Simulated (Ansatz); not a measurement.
SiC (Moissanite):

```xyz
4
Lattice="3.0760 0.0000 0.0000 -1.5380 2.6639 0.0000 0.0000 0.0000 5.0480" Properties=species:S:1:pos:R:3 pbc="T T T"
Si    1.5380    0.8880    2.5240
Si    0.0000    1.7759    0.0000
C     1.5380    0.8880    4.4675
C     0.0000    1.7759    1.9435
```

- Program: Ansatz 0.2.0
- Task: relaxation of cell and atoms
- Functional: BLYP
- Dispersion: D3(BJ)
- Potentials or basis: Ansatz PAW
- Cutoff: 420 eV (not typed: the program's choice for these potentials)
- k mesh: 10 × 10 × 5
- Occupations: fermi-dirac, width 0.05 eV
- Spin: no spin polarisation

At the start: volume 10.34 Å³/atom.

**Question.** Where does the relaxation end?

**Answer.** It ends after 5 steps and the volume is 10.24 Å³/atom (-0.9 %); space group P6_3mc (No. 186, to 0.05 Å).

The path:
```tsv
step	energy change (eV)	largest force (eV/Å)	volume (Å³)
1	0.0000	0.7632	41.36
2	-0.0240	0.4128	41.17
3	-0.0404	0.0022	40.96
4	-0.0403	0.0002	40.98
5	-0.0395	0.0003	40.98
```

Final structure:
```
Si C
1.0
     3.06564    0.00000    0.00000
    -1.53282    2.65492    0.00000
     0.00000    0.00000    5.03476
Si C
2 2
Direct
  0.66667 0.33333 0.50468
  0.33333 0.66667 0.00468
  0.66667 0.33333 0.88032
  0.33333 0.66667 0.38032
```

Caveat: the plane-wave basis is chosen anew once the cell has moved, so the energies of steps on either side of that aren't comparable; the pressure holds a Pulay correction of +0.4 GPa for the finite cutoff; the PAW data sets come from PBE, with cores solved anew for the run's functional, which leaves a small shift of forces and pressure.
